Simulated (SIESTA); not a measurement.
**La under changes of volume**

One of the cells (38.164 Å³/atom); the others are scaled copies at fixed shape and fractional positions:

```
La
1.0
     3.79497    0.00000    0.00000
    -1.89748    3.28654    0.00000
     0.00000    0.00000   12.23953
La
4
Direct
  0.66667 0.33333 0.25000
  0.33333 0.66667 0.75000
  0.00000 0.00000 0.50000
  0.00000 0.00000 0.00000
```

```yaml
Program: SIESTA 5.4.2
Functional: PBEsol
Potentials_or_basis: PseudoDojo 0.4 standard (PBEsol files)
Basis: DZP (energy shift 0.003 Ry; two zetas on semicore shells)
Grid_cutoff: 800 Ry
Energy_shift: 0.003 Ry
k_mesh: 8 × 8 × 3
Occupations: fermi-dirac, width 0.05 eV
Spin: no spin polarisation
```

| volume (Å³/atom) | energy over the lowest point (meV/atom) | pressure (GPa) |
| --- | --- | --- |
| 35.171 | 14.35 | 2.3 |
| 35.919 | 5.63 | 1.5 |
| 36.667 | 0.56 | 0.7 |
| 38.164 | 0.00 | -0.5 |
| 38.912 | 4.04 | -1.1 |
| 39.660 | ? | ? |

Question: What does the run at 39.660 Å³/atom give?

Answer: Energy over the lowest point 10.63 meV/atom; pressure -1.6 GPa.

Worked out: A Birch-Murnaghan fit of order 3 (a polynomial in V^(-2/3)) to the other rows has its minimum at 37.47 Å³/atom with B0 = V·E''(V) = 32 GPa and B' = 3.3 at fixed shape and positions, which overstates the stiffness. It gives 10.62 meV/atom at 39.660 Å³/atom, against the run's 10.63, and -dE/dV = -1.7 GPa, against -1.6.

Energies are extrapolated to zero smearing.

Caveats: the basis of atomic orbitals isn't converged, which shifts pressures, moduli and gaps.
